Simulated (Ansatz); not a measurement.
Crystal: SiC (Moissanite 6H).

```xyz
12
Lattice="3.0950 0.0000 0.0000 -1.5475 2.6803 0.0000 0.0000 0.0000 15.1700" Properties=species:S:1:pos:R:3 pbc="T T T"
Si    1.5475    0.8934    6.9524
Si    0.0000    1.7869   14.5374
Si    1.5475    0.8934   12.0101
Si    0.0000    1.7869    4.4251
Si    0.0000    0.0000    9.4812
Si    0.0000    0.0000    1.8962
C     1.5475    0.8934    5.0562
C     0.0000    1.7869   12.6412
C     1.5475    0.8934   10.1138
C     0.0000    1.7869    2.5288
C     0.0000    0.0000    7.5850
C     0.0000    0.0000    0.0000
```

```yaml
Program: Ansatz 0.2.0
Task: relaxation of cell and atoms
Functional: RPBE
Dispersion: D3(BJ)
Potentials_or_basis: Ansatz PAW
Cutoff: "420 eV (not typed: the program's choice for these potentials)"
k_mesh: 10 × 10 × 2
Occupations: fermi-dirac, width 0.05 eV
Spin: no spin polarisation
```

At the start: volume 10.49 Å³/atom.

Task: How do energy, volume and symmetry change on relaxing?

Result: It ends after 8 steps and the volume is 9.62 Å³/atom (-8.2 %); space group P6_3mc (No. 186, to 0.05 Å).

The path:
```csv
step,energy change (eV),largest force (eV/Å),volume (Å³)
1,0.0000,0.1406,125.85
2,-0.4968,0.0685,120.17
3,-0.6373,0.0134,114.95
4,-0.6383,0.0921,115.58
5,-0.6389,0.0003,115.57
6,-0.6291,0.0004,115.57
7,-0.6293,0.0001,115.49
8,-0.6292,0.0001,115.49
```

Final structure:
```
Si C
1.0
     3.00718    0.00000    0.00000
    -1.50359    2.60430    0.00000
     0.00000    0.00000   14.74644
Si C
6 6
Direct
  0.66667 0.33333 0.45837
  0.33333 0.66667 0.95837
  0.66667 0.33333 0.79184
  0.33333 0.66667 0.29184
  0.00000 0.00000 0.62499
  0.00000 0.00000 0.12499
  0.66667 0.33333 0.33332
  0.33333 0.66667 0.83332
  0.66667 0.33333 0.66679
  0.33333 0.66667 0.16679
  0.00000 0.00000 0.49970
  0.00000 0.00000 0.99970
```

Caveat: the plane-wave basis is chosen anew once the cell has moved, so the energies of steps on either side of that aren't comparable; the PAW data sets come from PBE, with cores solved anew for the run's functional, which leaves a small shift of forces and pressure.
